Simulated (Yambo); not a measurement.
# BAs (F-43m) in Yambo: a series of runs

The runs below take BAs through optical spectrum, optical spectrum by the Bethe-Salpeter equation, with PBEsol.

All numbers are computed with Yambo 5.3.0; they aren't measurements. Logs are shortened: lines on timing, memory, paths and dates and some standing lists are left out, and cuts for length are marked.

### Step 1. The undisturbed crystal

It takes space group F-43m (No. 216, cubic). The conventional cell has a = 4.777 Å, b = 4.777 Å, c = 4.777 Å, α = 90.00°, β = 90.00°, γ = 90.00°. Around As (site symmetry -43m) lie 4 B at 2.07 Å. Around B (site symmetry -43m) lie 4 As at 2.07 Å.

### Step 2. Optical spectrum, PBEsol (cell squeezed)

optics1.in reads:

```
optics
chi
Chimod= "HARTREE"
% BndsRnXd
 1 | 34 |
%
NGsBlkXd= 3 Ry
% LongDrXd
 1 | 0 | 0 |
%
% QpntsRXd
 1 | 1 |
%
% EnRngeXd
 0 | 20 | eV
%
% DmRngeXd
 0.1 | 0.1 | eV
%
ETStpsXd= 200
```

scf.in reads:

```
&CONTROL
  calculation = 'scf'
  prefix = 'pwscf'
  outdir = './tmp'
  pseudo_dir = './pseudo'
/
&SYSTEM
  ibrav = 0
  nat = 2
  ntyp = 2
  ecutwfc = 84
  nbnd = 15
  occupations = 'smearing'
  smearing = 'fd'
  degauss = 0.00367493
  force_symmorphic = .true.
/
&ELECTRONS
  conv_thr = 4d-10
  electron_maxstep = 120
  mixing_beta = 0.5
/
ATOMIC_SPECIES
As    74.9216 As.upf
B     10.8100 B.upf
CELL_PARAMETERS angstrom
   0.0000000000    2.3562190158    2.3562190158
   2.3562190158    0.0000000000    2.3562190158
   2.3562190158    2.3562190158    0.0000000000
ATOMIC_POSITIONS crystal
As     0.7500000000    0.7500000000    0.7500000000
B      0.0000000000    0.0000000000    0.0000000000
K_POINTS automatic
10 10 10 0 0 0
```

nscf.in reads:

```
&CONTROL
  calculation = 'nscf'
  prefix = 'pwscf'
  outdir = './tmp'
  pseudo_dir = './pseudo'
/
&SYSTEM
  ibrav = 0
  nat = 2
  ntyp = 2
  ecutwfc = 84
  nbnd = 159
  occupations = 'fixed'
  force_symmorphic = .true.
/
&ELECTRONS
  conv_thr = 1d-08
  diago_full_acc = .true.
  diago_thr_init = 1d-06
/
ATOMIC_SPECIES
As    74.9216 As.upf
B     10.8100 B.upf
CELL_PARAMETERS angstrom
   0.0000000000    2.3562190158    2.3562190158
   2.3562190158    0.0000000000    2.3562190158
   2.3562190158    2.3562190158    0.0000000000
ATOMIC_POSITIONS crystal
As     0.7500000000    0.7500000000    0.7500000000
B      0.0000000000    0.0000000000    0.0000000000
K_POINTS automatic
4 4 4 0 0 0
```

Potentials or basis: PseudoDojo 0.4.1 SR PBEsol standard.

Started as:

```bash
$ OMP_NUM_THREADS=1 pw.x -in scf.in > scf.out
$ OMP_NUM_THREADS=1 pw.x -in nscf.in > nscf.out
$ cd tmp/pwscf.save; p2y; mv SAVE ../..; cd ../..
$ OMP_NUM_THREADS=1 yambo
$ OMP_NUM_THREADS=1 yambo -F optics1.in -J optics1 -C optics1_out
```

Yambo's report:

```text
[... sections 02.01 to 02.04 as in the set-up run ...]

  [02.05] Energies & Occupations
  ==============================

  [X] === General ===
  [X] Electronic Temperature                        :  0.000000  0.000000 [eV K]
  [X] Bosonic    Temperature                        :  0.000000  0.000000 [eV K]
  [X] Finite Temperature mode                       : no
  [X] El. density                                   :  0.68801E+24 [cm-3]
  [X] Fermi Level                                   :  11.92779 [eV]

  [X] === Gaps and Widths ===
  [X] Conduction Band Min                           :  1.289824 [eV]
  [X] Valence Band Max                              :  0.000000 [eV]
  [X] Filled Bands                                  :   9
  [X] Empty Bands                                   :   10  159
  [X] Direct Gap                                    :  3.307702 [eV]
  [X] Direct Gap localized at k                     :  1
  [X] Indirect Gap                                  :  1.289824 [eV]
  [X] Indirect Gap between kpts                     :   1   7
  [X] Last valence band width                       :  5.483047 [eV]
  [X] 1st conduction band width                     :  3.923260 [eV]

 [03] Transferred momenta grid and indexing
 ==========================================

 IBZ Q-points                                      :   8
 BZ  Q-points                                      :   64

 K/Q-points units:
 rlu = crystal or reduced units; cc = cartesian coordinates; iku = interal k-units

 Q [1]          [rlu]:  0.000000  0.000000  0.000000
 Q [2]          [rlu]: -0.60420E-17 -0.60420E-17  0.25000
 Q [3]          [rlu]:  0.12084E-16  0.12084E-16 -0.50000
 Q [4]          [rlu]: -0.43259E-17  0.25000      0.25000
 Q [5]          [rlu]: -0.60420E-17  0.25000      0.50000
 Q [6]          [rlu]:  0.12084E-16  0.25000     -0.25000
 Q [7]          [rlu]:  0.86517E-17 -0.50000     -0.50000
 Q [8]          [rlu]:  0.250000 -0.500000 -0.250000

 [WARNING] [Xd] User bands 1-34 break level degeneracy

 [04] Dipoles
 ============

  [04.01] Setup: observables and procedures
  =========================================

  [WF-Oscillators/G space/Transverse up loader] Normalization (few states)  min/max  :  0.12894E-16   1.0000

  [WR./optics1//ndb.dipoles]------------------------------------------------------
   Brillouin Zone Q/K grids (IBZ/BZ)                :    8   64    8   64
   RL vectors                                       :  2891 [WF]
   Fragmentation                                    : yes
   Electronic Temperature                           :  0.000000 [K]
   Bosonic    Temperature                           :  0.000000 [K]
   DIP band range                                   :    1   34
   DIP band range limits                            :   9  10
   DIP e/h energy range                             : -1.000000 -1.000000 [eV]
   RL vectors in the sum                            :  2891
   [r,Vnl] included                                 : yes
   Bands ordered                                    : yes
   Direct v evaluation                              : no
   Approach used                                    : G-space v
   Dipoles computed                                 : R V P [G-space]
   Wavefunctions                                    : Perdew, Burke & Ernzerhof SOL(X)+Perdew, Burke & Ernzerhof SOL(C)

  [WARNING] [r,Vnl^pseudo] included in position and velocity dipoles.

  [WARNING] In case H contains other non local terms, these are neglected

 [05] Optics
 ===========

 [X-CG] R(p) Tot o/o(of R):   1182  14400    100
```

o-optics1.eps_q1_inv_rpa_dyson:

```text
# Absorption @ Q(1):   1.00000000      0.00000000      0.00000000    [q->0 direction]
#
# [ X ] Hartree size                              :  27
# [GEN] GF Energies                               : Perdew, Burke & Ernzerhof SOL(X)+Perdew, Burke & Ernzerhof SOL(C)
# [GEN] Green`s Function                          : T-ordered
#
# [GEN] Gauge                                     : Length
# [GEN] [r,Vnl] included                          : yes
#
#    E[1] [eV]          Im(eps)            Re(eps)            Im(eps_o)          Re(eps_o)
#
        0.000000           0.259783           14.46581           0.284585           15.29805
        0.100503           0.260157           14.47143           0.284995           15.30413
        0.201005           0.261282           14.48831           0.286228           15.32243
        0.301508           0.263173           14.51657           0.288300           15.35305
        0.402010           0.265852           14.55638           0.291234           15.39620
        0.502513           0.269351           14.60801           0.295068           15.45215
[... 192 lines left out ...]
        19.89950           0.179694          -0.273652           0.129074          -0.195128
        20.00000           0.165357          -0.168250           0.175192          -0.088176
#
```

Wall time 58 s (1 thread of Arm Neoverse V1, shared host); peak memory 0.27 GiB.

Results:

- Band gap on the k mesh, mean-field level: 1.29 eV, indirect (least direct gap 3.31 eV)
- Electronic dielectric constant along the field: 14.47
- Electronic dielectric constant along the field, independent particles: 15.30

Dielectric function (along the field direction of the input):
| energy (eV) | real part | imaginary part |
| --- | --- | --- |
| 0.30 | 14.52 | 0.26 |
| 1.31 | 15.51 | 0.34 |
| 2.31 | 18.72 | 0.67 |
| 3.32 | 20.84 | 26.36 |
| 4.42 | 43.44 | 64.81 |
| 5.43 | 42.27 | 23.37 |
| 6.43 | -18.57 | 6.08 |
| 7.54 | -16.02 | 4.41 |
| 8.54 | -7.03 | 1.36 |
| 9.55 | -3.94 | 0.67 |
| 10.65 | -0.80 | 1.18 |
| 11.66 | -1.89 | 3.08 |
| 12.66 | 0.28 | 6.27 |
| 13.77 | -2.35 | 1.12 |
| 14.77 | -2.14 | 1.29 |
| 15.78 | -0.95 | 0.40 |
| 16.88 | -0.81 | 0.73 |
| 17.89 | -0.99 | 0.62 |
| 18.89 | -0.77 | 0.64 |
| 20.00 | -0.17 | 0.17 |

Caveat: the k mesh is coarse (spacing up to 0.58 Å⁻¹), so the values aren't converged; this k mesh misses the band edges, so its gaps are larger than the crystal's; spectra need much finer meshes, so this one isn't converged; these spectra lack excitons.

### Step 3. Optical spectrum by the Bethe-Salpeter equation, PBEsol (cell squeezed)

bse2.in reads:

```
optics
bse
bss
rim_cut
em1s
RandQpts= 1000000
RandGvec= 50 RL
Chimod= "HARTREE"
% BndsRnXs
 1 | 34 |
%
NGsBlkXs= 5 Ry
% LongDrXs
 1 | 0 | 0 |
%
BSKmod= "SEX"
BSEmod= "retarded"
BSSmod= "d"
% BSEQptR
 1 | 1 |
%
% BSEBands
 8 | 11 |
%
BSENGexx= 20 Ry
BSENGBlk= 5 Ry
% BEnRange
 0 | 20 | eV
%
% BDmRange
 0.1 | 0.1 | eV
%
BEnSteps= 200
% BLongDir
 1 | 0 | 0 |
%
BSEprop= "abs"
WRbsWF
% KfnQP_E
 0.79 | 1.0 | 1.0 |
%
```

scf.in is that of step 2.

nscf.in is that of step 2.

Potentials or basis: PseudoDojo 0.4.1 SR PBEsol standard.

Started as:

```bash
$ OMP_NUM_THREADS=1 pw.x -in scf.in > scf.out
$ OMP_NUM_THREADS=1 pw.x -in nscf.in > nscf.out
$ cd tmp/pwscf.save; p2y; mv SAVE ../..; cd ../..
$ OMP_NUM_THREADS=1 yambo
$ mkdir -p bse2; ln -s $PWD/g0w00/ndb.RIM bse2/
$ OMP_NUM_THREADS=1 yambo -F bse2.in -J bse2 -C bse2_out
$ OMP_NUM_THREADS=1 ypp -J bse2 -C bse2_out -e s -b 1
```

Yambo's report:

```text
[... sections 02.01 to 02.04 as in the set-up run ...]

  [02.05] Energies & Occupations
  ==============================

  [X] === General ===
  [X] Electronic Temperature                        :  0.000000  0.000000 [eV K]
  [X] Bosonic    Temperature                        :  0.000000  0.000000 [eV K]
  [X] Finite Temperature mode                       : no
  [X] El. density                                   :  0.68801E+24 [cm-3]
  [X] Fermi Level                                   :  11.92779 [eV]

  [X] === Gaps and Widths ===
  [X] Conduction Band Min                           :  1.289824 [eV]
  [X] Valence Band Max                              :  0.000000 [eV]
  [X] Filled Bands                                  :   9
  [X] Empty Bands                                   :   10  159
  [X] Direct Gap                                    :  3.307702 [eV]
  [X] Direct Gap localized at k                     :  1
  [X] Indirect Gap                                  :  1.289824 [eV]
  [X] Indirect Gap between kpts                     :   1   7
  [X] Last valence band width                       :  5.483047 [eV]
[... 280 lines left out ...]
    [K] Correlation                                  : yes [res]
    [K] Kernel`s coupling                            : no
    [K] Exchange                                     : no [cpl]
    [K] Correlation                                  : no [cpl]
    [K] W interaction is bare                        : no
    [K] ALDA kernel in R-space                       : no
    [K] RL vectors                                   :  307 [exchange]
    [K] RL vectors                                   :   51 [correlation]
    [K] E/h energy range                             : -1.000000 -1.000000 [eV]
    [K] Coupling range                               :  100.0000  100.0000 [o/o]
    [W] Interaction is diagonal                      : no
    [W] Matrix size                                  :   51
    [W] Bands                                        :    1   34
    [W] e/h energy range                             : -1.000000 -1.000000 [eV]
    [W] Poles                                        :  100.0000 [o/o]
    [W] RL vectors in the sum                        :  2891
    [W] [r,Vnl] included                             : yes
    [W] Field direction                              :  0.100000E-4   0.00000      0.00000
    [W] Coulomb Cutoff                               : none
    [W] Hxc Kernel                                   : HARTREE
    [RIM] RL components                              :   51 [col]
    [RIM] Random points                              :  1000000 [col]
    [SOC] Perturbative SOC                           : no
    [K] Kernel long-range exchange                   : BAR
    [BSS] Eigenstates included                       : yes
    [BSS] Field direction                            :  0.100000E-4   0.00000      0.00000
    [BSS] Eigenstates computed                       :  256
    [BSS] Number of BSE matrices                     :  1
```

o-bse2.exc_qpt1_E_sorted:

```text
# [K] Identifier                                  :   7406
# [K] Dimension                                   :  256
# [K] Bands                                       :   8  11
# [K] Exchange                                    : yes [res]
# [K] Correlation                                 : yes [res]
# [K] Kernel`s coupling                           : no
# [K] Exchange                                    : no [cpl]
# [K] Correlation                                 : no [cpl]
[... 28 lines left out ...]
#
     3.88637259        0.187636753E-1      1.00000000
     3.89050234        0.165285806E-1      2.00000000
     3.89982442        0.147141205         3.00000000
     3.92037685        0.615200485E-3      4.00000000
     4.89706393        0.984184886E-3      5.00000000
     4.90056434        0.524510257         6.00000000
[... 35 lines left out ...]
     5.97797293        0.236977169E-4      42.0000000
     5.98533258        0.213813846E-2      43.0000000
[... 215 further lines ...]
```

It took 67 s on 1 thread of Arm Neoverse V1, shared host; peak memory 0.27 GiB.

What came out:

```
Band gap on the k mesh, mean-field level : 1.29 eV, indirect (least direct gap 3.31 eV)
Exciton binding energy                   : 0.21 eV
Lowest exciton energy                    : 3.89 eV
Lowest bright exciton energy             : 3.89 eV
```

Dielectric function (along the field direction of the input):
```
energy (eV)  real part  imaginary part
       0.30      12.48            0.03
       1.31      13.22            0.13
       2.31      15.38            0.33
       3.32      21.61            1.22
       4.42      38.23            7.07
       5.43     -11.16           24.81
       6.43     -26.86           10.04
       7.54      -9.92            1.99
       8.54      -6.87            0.72
       9.55      -4.70            1.00
      10.65      -2.64            0.20
      11.66      -3.40            0.89
      12.66      -2.15            0.15
      13.77      -1.33            0.05
      14.77      -0.92            0.03
      15.78      -0.63            0.03
      16.88      -0.39            0.02
      17.89      -0.21            0.02
      18.89      -0.07            0.01
      20.00       0.06            0.01
```

Lowest exciton energies (eV): 3.89, 3.89, 3.90, 3.92, 4.90, 4.90, 4.90, 4.94

Excitons:
| energy (eV) | strength (relative to the strongest) |
| --- | --- |
| 3.886 | 0.019 |
| 3.891 | 0.017 |
| 3.900 | 0.15 |
| 3.920 | 0.00062 |
| 4.897 | 0.00098 |
| 4.901 | 0.52 |
| 4.902 | 0.92 |
| 4.940 | 0.00014 |
| 4.941 | 0.0021 |
| 4.942 | 0.00027 |
| 4.992 | 0.00079 |
| 4.992 | 0.0061 |

Caveat: the k mesh is coarse (spacing up to 0.58 Å⁻¹), so the values aren't converged; this k mesh misses the band edges, so its gaps are larger than the crystal's; the scissor is the correction of the direct gap in an earlier G0W0 run on the same states; exciton energies and binding change strongly with the k mesh and aren't converged on this one; spectra need much finer meshes, so this one isn't converged.
